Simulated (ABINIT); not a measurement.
# MgS (Niningerite) (Fm-3m) in ABINIT: settings compared, part 2 of 2

ABINIT 10.8.3 (patched build).

## (3) Single point, PBE

File run.abi:

```
# Pseudopotentials
pp_dirpath "./"
pseudos "S.upf, Mg.upf"

# Structure
acell 3.6792887145 3.6792887145 3.6792887145 Angstrom
rprim
     0.0000000000     0.7071067812     0.7071067812
     0.7071067812     0.0000000000     0.7071067812
     0.7071067812     0.7071067812     0.0000000000
ntypat 2
znucl 16 12
natom 2
typat 1 2
xcart
     2.6016500000     2.6016500000     2.6016500000
     0.0000000000     0.0000000000     0.0000000000 Angstrom

# Plane-wave basis
ecut 40.0

# k points
kptopt 1
ngkpt 7 7 7
nshiftk 1
shiftk 0.0 0.0 0.0

# Exchange and correlation
ixc 11

# Bands and occupations
nband 12
occopt 3
tsmear 0.05 eV

# SCF cycle
nstep 100
tolvrs 1.0e-10

# Output
iomode 3
prtwf 0
prtden 0
prteig 0
prtebands 0
enunit 2
```

Potentials or basis: PseudoDojo NC SR PBE v0.4.1 standard.

Started as:

```sh
> abinit run.abi > log 2>&1
```

Wall time 12 s (1 thread of Intel Xeon 6975P-C (Granite Rapids), shared host); peak memory 0.08 GiB.

The run converged. Its results:

* Free energy: -1919.4485 eV
* Pressure: 1.1 GPa
* Band gap on the k mesh: 3.00 eV, indirect (least direct gap 3.71 eV)
* Valence electrons inside the program's atomic spheres: S 3.97; Mg 8.26

Levels at points of the mesh, in eV from the valence-band top:
```csv
k point,band 4,band 5,band 6,band 7,band 8,band 9,band 10,band 11,band 12
"(0.00, 0.00, 0.00)",-41.53,-12.66,0.00,0.00,0.00,3.71,7.95,7.95,7.95
```

Caveat: an odd mesh through Γ misses points on the zone boundary, where band edges often lie.

## (4) Relaxation of cell and atoms, PBE

File run.abi:

```
# Pseudopotentials
pp_dirpath "./"
pseudos "S_ONCV_PBE-1.2.upf, Mg_ONCV_PBE-1.2.upf"

# Structure
acell 3*1.0 Angstrom
rprim
     0.0000000000     2.6016500000     2.6016500000
     2.6016500000     0.0000000000     2.6016500000
     2.6016500000     2.6016500000     0.0000000000
ntypat 2
znucl 16 12
natom 2
typat 1 2
chkprim 0
chksymtnons 0
tolsym 1.0e-6
xred
            1/2            1/2            1/2
            0.0            0.0            0.0

# Plane-wave basis
ecut 1142.878222 eV
ecutsm 0.5

# k points
kptopt 1
ngkpt 7 7 7
nshiftk 1
shiftk 0.0 0.0 0.0

# Exchange and correlation
ixc 11

# Bands and occupations
nband 12
occopt 3
tsmear 0.05 eV

# SCF cycle
nstep 80
tolvrs 1.0e-12

# Output
iomode 3
prteig 0
prtebands 0
prtwf 0
prtden 0

# Relaxation
ionmov 2
optcell 2
ntime 50
tolmxf 2.0e-5
dilatmx 1.08
```

Potentials or basis: SG15 NC PBE v1.2.

Started as:

```sh
> mpirun --bind-to none -np 4 abinit run.abi > log 2>&1
```

run.abo:

```text
.Version 10.8.3 of ABINIT
 Symmetries : space group Fm -3 m (#225); Bravais cF (face-center cubic)
================================================================================
 Values of the parameters that define the memory need of the present run
     intxc =       0    ionmov =       2      iscf =       7    lmnmax =       4
     lnmax =       4     mgfft =      45  mpssoang =       2    mqgrid =    3001
     natom =       2  nloc_mem =       1    nspden =       1   nspinor =       1
    nsppol =       1      nsym =      48    n1xccc =       0    ntypat =       2
    occopt =       3   xclevel =       2
       mpw =        3923          nfft =       91125          nkpt =          20
================================================================================
================================================================================

--------------------------------------------------------------------------------
------------- Echo of variables that govern the present computation ------------
[... 545 lines left out ...]
- sigma(3 3)=  6.72491908E-04  sigma(2 1)=  0.00000000E+00

== END DATASET(S) ==============================================================
================================================================================

 -outvars: echo values of variables after computation  --------
            acell      6.9869595956E+00  6.9869595956E+00  6.9869595956E+00 Bohr
           etotal     -6.4658642568E+01
            fcart     -0.0000000000E+00 -0.0000000000E+00 -0.0000000000E+00
                      -0.0000000000E+00 -0.0000000000E+00 -0.0000000000E+00
            rprim      0.0000000000E+00  7.0710678119E-01  7.0710678119E-01
                       7.0710678119E-01  0.0000000000E+00  7.0710678119E-01
                       7.0710678119E-01  7.0710678119E-01  0.0000000000E+00
           strten      2.2857535361E-08  2.2857535362E-08  2.2857535361E-08
                       0.0000000000E+00  0.0000000000E+00  0.0000000000E+00
           xangst      2.6144140371E+00  2.6144140371E+00  2.6144140371E+00
                       0.0000000000E+00  0.0000000000E+00  0.0000000000E+00
             xred      5.0000000000E-01  5.0000000000E-01  5.0000000000E-01
                       0.0000000000E+00  0.0000000000E+00  0.0000000000E+00
 Calculation completed.
```

Run time: 23 s. Hardware: 4 MPI ranks of Arm Neoverse V2, shared host; peak memory 0.32 GiB.

What came out:

```yaml
Free_energy: -1759.4513 eV
Relaxed_volume: 17.87 Å³/atom
Relaxed_cell: a = 3.697 Å, b = 3.697 Å, c = 3.697 Å, α = 60.00°, β = 60.00°, γ = 60.00°
Space_group_after_relaxing_to_0.05_Å: Fm-3m (No. 225)
Energy_gained_by_relaxing: 0.9 meV/atom
Ionic_steps: 4
Pressure_after_relaxing: 0.0 GPa
Band_gap_on_the_k_mesh: 2.97 eV, indirect (least direct gap 3.59 eV)
```

Step by step:
| step | energy change (eV) | largest force (eV/Å) | pressure (GPa) | volume (Å³) |
| --- | --- | --- | --- | --- |
| 1 | 0.0000 | 0.0000 | 1.13 | 35.22 |
| 2 | -0.0008 | 0.0000 | 0.85 | 35.34 |
| 3 | -0.0018 | 0.0000 | 0.04 | 35.72 |
| 4 | -0.0018 | 0.0000 | 0.00 | 35.74 |

Final structure:
```
S Mg
1.0
     0.00000    2.61441    2.61441
     2.61441    0.00000    2.61441
     2.61441    2.61441    0.00000
S Mg
1 1
Direct
  0.50000 0.50000 0.50000
  0.00000 0.00000 0.00000
```

Caveat: an odd mesh through Γ misses points on the zone boundary, where band edges often lie.

## (5) Single point, PBE (cell relaxed)

File run.abi:

```
pp_dirpath "./"
pseudos "S_ONCV_PBE-1.2.upf, Mg_ONCV_PBE-1.2.upf"

acell 3*1.0
rprim
     0.0000000000     4.9405265120     4.9405265120
     4.9405265120     0.0000000000     4.9405265120
     4.9405265120     4.9405265120     0.0000000000
ntypat 2
znucl 16 12
natom 2
typat 1 2
xcart
     2.6144140400     2.6144140400     2.6144140400
     0.0000000000     0.0000000000     0.0000000000 Angstrom
chkprim 0
chksymtnons 0
tolsym 1.0e-6

ecut 42.0

kptopt 1
ngkpt 7 7 7
nshiftk 1
shiftk 0.0 0.0 0.0

ixc 11

nband 12
occopt 3
tsmear 0.00183747

nstep 100
tolvrs 1.0e-10

iomode 3
prtwf 0
prtden 0
prteig 0
prtebands 0
enunit 2
```

Started as:

```sh
> mpirun --bind-to none -np 4 abinit run.abi > log 2>&1
```

Wall time 6.1 s (4 MPI ranks of Arm Neoverse V2, shared host); peak memory 0.32 GiB.

Results (log left out):

```
Free energy                                           : -1759.4515 eV
Pressure                                              : -0.1 GPa
Band gap on the k mesh                                : 2.97 eV, indirect (least direct gap 3.59 eV)
Valence electrons inside the program's atomic spheres : S 3.99; Mg 8.26
```

Levels at points of the mesh, in eV from the valence-band top:
```tsv
k point	band 5	band 6	band 7	band 8	band 9	band 10	band 11	band 12
(0.00, 0.00, 0.00)	-12.58	0.00	0.00	0.00	3.59	8.00	8.00	8.00
```

Caveat: an odd mesh through Γ misses points on the zone boundary, where band edges often lie.

## (6) Summary

```csv
task,level,potentials or basis,cell,cutoff (eV),cell freedom (optcell),optimiser (ionmov),cutoff smearing ecutsm (Ha),force stop (Ha/bohr),gap on the mesh (eV),pressure (GPa)
single point,LDA,PseudoDojo NC SR LDA v0.4.1 standard,as given,1088,-,-,-,-,2.78,-3.3
single point,PBE,PseudoDojo NC SR PBE v0.4.1 standard,as given,1088,-,-,-,-,3.00,1.1
relaxation of cell and atoms,PBE,SG15 NC PBE v1.2,relaxed,1143,2,2,0.5,2e-05,2.97,0.0
single point,PBE,SG15 NC PBE v1.2,cell relaxed,1143,-,-,-,-,2.97,-0.1
```

Alike in all rows: no spin polarisation; k mesh 7 × 7 × 7; smearing fermi-dirac 0.05 eV.

Caveats: an odd mesh through Γ misses points on the zone boundary, where band edges often lie.

Absolute energies hang on the potentials; compare differences alone.
